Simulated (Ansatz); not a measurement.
NaI (rocksalt), relaxed with r2SCAN, was run in the plane-wave code Ansatz under altered settings. All numbers are computed, without spin polarisation but where a row says otherwise.

```
CELL_PARAMETERS angstrom
0.00000 3.22972 3.22972
3.22972 0.00000 3.22972
3.22972 3.22972 0.00000
ATOMIC_POSITIONS crystal
Na 0.00000 0.00000 0.00000
I 0.50000 0.50000 0.50000
```

The base run's other keys:
```yaml
kpoints:
  mp_grid: { grid: [6, 6, 6] }
hamiltonian:
  xc: pbesol
scf:
  occupations: { method: fixed }
  n_extra_bands: 4
```

It takes 7 iterations with 1363 plane waves at 420 eV and 16 k points, and leaves a mean stress of -0.42 GPa. The gap over this mesh is 3.526 eV.

Outcomes, with energy and stress as changes against the base:
```tsv
setting	outcome	ΔF (meV/atom)	Δ mean stress (GPa)	gap on the mesh (eV)	iterations
kpoints.mp_grid.grid: [2, 4, 6]	converged, warned	+37	+0.41	3.511	6
hamiltonian.dispersion: d2	refused	–	–	–	–
scf.eigensolver.kind: dense	converged	0.0	0.00	3.526	6
kpoints.mp_grid.grid: [8, 8, 1]	converged, warned	+412	+3.40	3.447	6
scf.n_extra_bands: 0	converged	0.0	0.00	3.526	6
kpoints.mp_grid.grid: [5, 5, 5]	converged	+0.4	+0.01	3.526	6
scf.mixing.beta: 5.0	refused	–	–	–	–
basis.ecutwfc: 80	not converged	–	–	–	9
magnetization.initial_magnetization: 6.0	refused	–	–	–	–
scf.max_iter: 2	not converged	–	–	–	2
scf.convergence.dr2_threshold: 1e-12	converged	0.0	0.00	3.526	10
hamiltonian.xc: lda	converged	–	-1.14	3.349	6
hamiltonian.xc: mr2scan (cutoff then 500 eV)	converged	–	+0.43	4.448	6
```
A dash marks a value that wasn't obtained or can't be compared. Stress is positive in compression. Its mean hides that meshes of lower symmetry stress the axes unequally.

- kpoints.mp_grid.grid: [2, 4, 6]. The free energy moves by +37 meV an atom, the mean stress by +0.41 GPa and the gap on the mesh by -0.015 eV (to 3.511). The mesh breaks the crystal's symmetry, so the stress, and any force that symmetry no longer fixes, lose it too. The mesh is too coarse. Warned: symmetry narrowed by mesh.
- hamiltonian.dispersion: d2. The program doesn't start. Error: YAML parse error: line 13 column 15: hamiltonian.dispersion: `d2` is not `none`, `rvv10`, `d3bj`, `d3bjatm`, `d4` or a map `{method: …, s8: …, a1: …, a2_bohr: …}` (numbers without units, a2 in bohr) or `{method: …, functional: …}`
- kpoints.mp_grid.grid: [8, 8, 1]. The free energy moves by +412 meV an atom, the mean stress by +3.40 GPa and the gap on the mesh by -0.079 eV (to 3.447). The mesh breaks the crystal's symmetry, so the stress, and any force that symmetry no longer fixes, lose it too. The mesh is too coarse. Warned: symmetry narrowed by mesh.
- scf.mixing.beta: 5.0. It is rejected at once. Error: invalid value for `scf.mixing.beta`: must be finite and in (0, 1]; got 5
- basis.ecutwfc: 80. The iterations end on a state that fails one of the program's checks, so there is no result. Error: refused after 9 iterations: one_centre_occupation = 3.94e0 (threshold 2.00e0); read on the Na atom at site 0 (counted from 0), in its partial waves of l = 1. The loop had accepted its state. The figure is how many electrons the atom's PAW partial-wave expansion lays in one spin orbital inside its sphere. […]
- magnetization.initial_magnetization: 6.0. The input is refused before any iteration. Error: inconsistent input (scf.occupations.method, magnetization): a σ = 0 step fill (method: fixed, or a smearing width below the step floor) with no hard lock on the total moment puts the same N_el/2 bands in each spin channel, which gives a total moment of zero, but the starting moments sum to +6.0000 μB […]
- scf.max_iter: 2. The run did not converge. It stopped after 2 iterations; the base needs 7. Nothing that it printed is a property of the solid. Error: did not converge after 2 iterations: dr2 = 1.64e-4 (threshold 1.00e-7), under the density mixer `msr1`, which `scf.mixing.algorithm: auto` chose by the deck's other keys (type `scf.mixing.algorithm: msr1` to keep it) […]
- hamiltonian.xc: lda. The mean stress moves by -1.14 GPa and the gap on the mesh by -0.177 eV (to 3.349). It's another functional on the same cell, so totals aren't comparable.
- hamiltonian.xc: mr2scan. The cutoff follows the functional, from 420 to 500 eV. The mean stress moves by +0.43 GPa and the gap on the mesh by +0.923 eV (to 4.448). It's another functional on the same cell, so totals aren't comparable.

Within 1 meV an atom, 0.1 GPa and 0.005 eV of the base stay: scf.eigensolver.kind: dense; scf.n_extra_bands: 0; kpoints.mp_grid.grid: [5, 5, 5]; scf.convergence.dr2_threshold: 1e-12.

No spin-orbit coupling is included; it can move band edges with weight on the heavy atoms by tenths of an eV.
